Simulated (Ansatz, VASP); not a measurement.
Two plane-wave programs on Pt

The input POSCAR:

```
Pt
1.0
    0.0000000000      1.8600050000      1.9579000000
    1.8600050000      0.0000000000      1.9579000000
    1.8600050000      1.8600050000      0.0000000000
Pt
1
Direct
    0.0000000000      0.0000000000      0.0000000000
```

The input INCAR.step1:

```
SYSTEM = Pt
PREC     = Accurate       ! precision mode
ENCUT    = 520            ! plane-wave cutoff, eV
ISMEAR   = 0              ! smearing method
SIGMA    = 0.15           ! smearing width, eV
LREAL    = .False.        ! projectors in reciprocal space
LASPH    = .True.         ! aspherical terms in the spheres
NELM     = 60             ! most SCF steps
NBANDS   = 11             ! bands
GGA      = PE             ! functional
ALGO     = Normal         ! electronic algorithm
EDIFF    = 1E-4           ! SCF threshold, eV
LWAVE    = .True.         ! write WAVECAR
LCHARG   = .False.        ! write CHGCAR
```

File INCAR.step2:

```
SYSTEM = Pt
PREC     = Accurate       ! precision mode
ENCUT    = 520            ! plane-wave cutoff, eV
EDIFF    = 1E-7           ! SCF threshold, eV
ISMEAR   = 0              ! smearing method
SIGMA    = 0.15           ! smearing width, eV
LREAL    = .False.        ! projectors in reciprocal space
LASPH    = .True.         ! aspherical terms in the spheres
NELM     = 60             ! most SCF steps
ALGO     = Normal         ! electronic algorithm
ISIF     = 2              ! what is computed and relaxed
LWAVE    = .False.        ! write WAVECAR
LCHARG   = .True.         ! write CHGCAR
METAGGA  = R2SCAN         ! meta-GGA
LMIXTAU  = .True.       
LELF     = .True.         ! ELF
LVHAR    = .True.       
NBANDS   = 11             ! bands
ISTART   = 1
```

The input KPOINTS:

```
regular mesh
0
Gamma
  20 20 20
  0 0 0
```

Input for Ansatz:

```yaml
crystal:
  lattice:
    - [0.0, 1.860005, 1.9579]
    - [1.860005, 0.0, 1.9579]
    - [1.860005, 1.860005, 0.0]
  atoms:
    - { symbol: Pt, position: [0.0, 0.0, 0.0] }
basis:
  ecutwfc: 500
kpoints:
  mp_grid: { grid: [20, 20, 20] }
hamiltonian:
  xc: r2scan
scf:
  occupations: { method: gaussian, width: 0.15 }
output:
  forces: true
  stress: true
  eigenvalues: true
```

Change from the starting cell: strain -0.0500 x Voigt [1, 1, 0, 0, 0, 0], atoms carried along.

Alike in both runs: task single point; functional r2SCAN; k mesh 20 × 20 × 20; occupations gaussian, width 0.15 eV; no spin polarisation.

|  | VASP | Ansatz |
| --- | --- | --- |
| version | VASP 6.6.1 | Ansatz 0.2.0 |
| potentials or method | VASP PAW PBE potentials, release 64 (Pt) | scalar-relativistic, plane waves, PAW |
| plane-wave cutoff (eV) | 520 | 500 |
| valence electrons in the cell | 10 | 18 |

```csv
,VASP,Ansatz,Ansatz less VASP
gap on the k mesh at the Fermi level (eV),none,none,-
pressure (GPa),47.8,46.1,-1.64
largest component of the traceless stress (GPa),6.32,6.24,-0.081
```

A gap of «none» marks a metal or a gap that the smearing closes. The two sets of potentials don't hold the same shells in valence.

Caveats: so large a pressure means that the cell lies far from this level's equilibrium, or that cutoff or potentials fall short (VASP); the potentials were made for another functional, which shifts forces and pressure (VASP). The runs have no spin-orbit coupling, so splittings on Pt are missing.
